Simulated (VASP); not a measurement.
**VASP 6.6.1 run: SrO**

INCAR

```
LCHARG = .FALSE.
PREC = Accurate
NSW = 0
ADDGRID = .TRUE.
NBANDS = 15
IBRION = -1
ENCUT = 520
LWAVE = .FALSE.
LREAL = .FALSE.
NELM = 120
SIGMA = 0.02
EDIFF = 1E-8
GGA = PE
ISMEAR = -1
ISIF = 2
LASPH = .TRUE.
```

KPOINTS

```
KPOINTS created by Atomic Simulation Environment
0
Gamma
8 8 8
0 0 0
```

POSCAR

```
Sr O
 1.0000000000000000
     0.0000000000000000    2.4766966328000000    2.6402929364999999
     2.4766966328000000    0.0000000000000000    2.6402929364999999
     2.4766966328000000    2.4766966328000000    0.0000000000000000
 Sr  O
   1   1
Cartesian
  0.0000000000000000  0.0000000000000000  0.0000000000000000
  2.4766966328000000  2.4766966328000000  2.6402929365000003
```

The recommended PBE PAW datasets give the neutral cell 16 valence electrons.

Command

```
mpirun -np 1 vasp_std
```

OSZICAR

```
N       E                     dE             d eps       ncg     rms          rms(c)
DAV:   1     0.695013596184E+02    0.69501E+02   -0.85283E+03  1770   0.105E+03
DAV:   2    -0.111047491994E+02   -0.80606E+02   -0.74878E+02  2425   0.226E+02
DAV:   3    -0.141153001778E+02   -0.30106E+01   -0.29968E+01  2261   0.394E+01
DAV:   4    -0.141838948254E+02   -0.68595E-01   -0.68585E-01  2216   0.581E+00
DAV:   5    -0.141856377924E+02   -0.17430E-02   -0.17430E-02  2284   0.714E-01    0.186E+01
DAV:   6    -0.120660349153E+02    0.21196E+01   -0.65334E+00  1854   0.201E+01    0.218E+01
DAV:   7    -0.119429243187E+02    0.12311E+00   -0.26605E-01  2141   0.471E+00    0.127E+01
DAV:   8    -0.119308429547E+02    0.12081E-01   -0.11212E-01  2302   0.330E+00    0.693E-01
DAV:   9    -0.119326088093E+02   -0.17659E-02   -0.52807E-03  2394   0.481E-01    0.233E-01
DAV:  10    -0.119331186174E+02   -0.50981E-03   -0.47724E-04  1861   0.194E-01    0.694E-02
DAV:  11    -0.119332358366E+02   -0.11722E-03   -0.10689E-04  1973   0.765E-02    0.266E-02
DAV:  12    -0.119332531215E+02   -0.17285E-04   -0.23691E-05  1875   0.359E-02    0.104E-02
DAV:  13    -0.119332531156E+02    0.58944E-08   -0.67257E-07  2085   0.743E-03    0.307E-03
DAV:  14    -0.119332529165E+02    0.19915E-06   -0.88062E-08  2211   0.227E-03    0.222E-03
DAV:  15    -0.119332529360E+02   -0.19508E-07   -0.36358E-09  1613   0.590E-04    0.237E-04
DAV:  16    -0.119332529453E+02   -0.93523E-08   -0.10423E-09   969   0.251E-04
   1 F= -.11933253E+02 E0= -.11933253E+02  d E =-.721964E-12
```

From OUTCAR

```
k-points           NKPTS =     59   k-points in BZ     NKDIM =     59   number of bands    NBANDS=     15

   NELECT =      16.0000    total number of electrons

   dimension x,y,z NGX =    28 NGY =   28 NGZ =   28
   dimension x,y,z NGXF=    56 NGYF=   56 NGZF=   56

  energy-cutoff  :      520.00
  volume of cell :       32.39
      direct lattice vectors                 reciprocal lattice vectors
     0.000000000  2.476696633  2.640292936    -0.201881810  0.201881810  0.189372926
     2.476696633  0.000000000  2.640292936     0.201881810 -0.201881810  0.189372926
     2.476696633  2.476696633  0.000000000     0.201881810  0.201881810 -0.189372926

 k-points in reciprocal lattice and weights: KPOINTS created by Atomic Simulation Env
   0.00000000  0.00000000  0.00000000       0.002
   0.12500000  0.00000000  0.00000000       0.016
   0.25000000  0.00000000  0.00000000       0.016
   0.37500000  0.00000000  0.00000000       0.016
   0.50000000  0.00000000  0.00000000       0.008
   0.12500000  0.12500000  0.00000000       0.004
   0.25000000  0.12500000  0.00000000       0.016
   0.37500000  0.12500000  0.00000000       0.016
   ...

 E-fermi :   2.4501

 k-point     1 :       0.0000    0.0000    0.0000
  band No.  band energies     occupation
      1     -30.3120      2.00000
      2     -13.2602      2.00000
      3     -11.9335      2.00000
      4     -11.8825      2.00000
      5     -11.8825      2.00000
      6       1.7447      2.00000
      7       1.9878      2.00000
      8       1.9878      2.00000
      9       6.1119      0.00000
     10       7.8926      0.00000
     11       8.4130      0.00000
     12       8.4130      0.00000
     13      10.2308      0.00000
     14      10.9446      0.00000
     15      14.8855      0.00000

 k-point     2 :       0.1250    0.0000    0.0000
  band No.  band energies     occupation
      1     -30.2871      2.00000
      2     -13.6386      2.00000
      3     -11.9495      2.00000
      4     -11.8863      2.00000
      5     -11.5664      2.00000
      6       1.4010      2.00000
      7       1.6601      2.00000
      8       1.7531      2.00000
      9       6.8099      0.00000
     10       8.0145      0.00000
     11       8.4849      0.00000
     12       8.7144      0.00000
     13      10.6716      0.00000
     14      11.4059      0.00000
     15      15.9356      0.00000

 k-point     3 :       0.2500    0.0000    0.0000
  band No.  band energies     occupation
      1     -30.2262      2.00000
      2     -14.2592      2.00000
      3     -12.0067      2.00000
      4     -11.8951      2.00000
      5     -11.0772      2.00000
      6       0.5747      2.00000
      7       1.1814      2.00000
      8       1.2493      2.00000
      9       8.0418      0.00000
     10       8.3670      0.00000
     11       9.3468      0.00000
     12       9.5405      0.00000
     13      11.7646      0.00000
     14      12.5353      0.00000
     15      18.0255      0.00000

 ...

  Total        2.6890263      2.6890263      0.4932228      0.0000000      0.0000000      0.0000000
  in kB      133.0080417    133.0080417     24.3964145      0.0000000      0.0000000      0.0000000
  external PRESSURE =      96.8041659 kB  Pullay stress =       0.0000000 kB

 POSITION                                       TOTAL-FORCE (eV/Angst)
 -----------------------------------------------------------------------------------
      0.00000      0.00000      0.00000         0.000000     -0.000000      0.000000
      2.47670      2.47670      2.64029        -0.000000      0.000000     -0.000000
 -----------------------------------------------------------------------------------
    total drift:                                0.000000      0.000000      0.000000

  FREE ENERGIE OF THE ION-ELECTRON SYSTEM (eV)
  ---------------------------------------------------
  free  energy   TOTEN  =       -11.9332529453 eV

  energy  without entropy=      -11.9332529453  energy(sigma->0) =      -11.93325295
```

It converged. Results: gap between bands v and c on the k mesh 3.09 eV; least direct gap on the k mesh 3.10 eV; pressure 9.7 GPa. Band v is the last that the valence electrons fill when counted band by band, and c is the next.

For comparison, a separate PBE run of the intended cell, on usual settings and not on those above, gives a gap of 3.09 eV on its mesh and a pressure of 9.7 GPa.

The run above took about 38 s on one core of a shared host (Intel Xeon Platinum 8488C) and held 0.28 GiB at most.
